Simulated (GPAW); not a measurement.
Runs of GPAW 26.7.0 on Te2Mo. Symmetry: P6_3/mmc, No. 194, hexagonal system. Conventional cell: a = 3.518 Å, b = 3.518 Å, c = 13.974 Å, α = 90.00°, β = 90.00°, γ = 120.00°. Te (site symmetry 3m) has 3 Mo at 2.72 Å as nearest neighbours. Mo (site symmetry -6m2) has 6 Te at 2.72 Å as nearest neighbours. 

```tsv
level	U	gap on the mesh (eV)	pressure (GPa)	largest force (eV/Å)
PBEsol	-	0.80	(a)	0.16
PBEsol+U	Mo d U = 2 eV	0.79	-1.7	0.15
PBEsol+U	Mo d U = 6 eV	(b)	-1.7	0.13
PBEsol+U	Mo d U = 8 eV	0.81	-1.6	0.15
PBEsol+U	Mo d U = 1 eV	0.79	-1.7	0.16
```

Alike in all rows: task band structure; potentials or basis PAW data sets generated in the run's folder for this functional, pw; no spin polarisation; cell as given; k mesh 6 × 6 × 2; cutoff (eV) 600; smearing fermi-dirac 0.05 eV.

Q: Fill in the values left out.

A: (a) -1.8; (b) 0.53.

Caveats: spin-orbit coupling is left out, which moves the levels of the heavy elements; the mesh misses the band edges, which the band path finds closer together; this functional lacks dispersion, which binds the layers, so the pressure and a relaxed spacing across them are unreliable; the U is typed as a test and isn't derived for this compound (some runs).

A k mesh can miss the band edges, and the runs leave out spin-orbit coupling on Mo, Te.
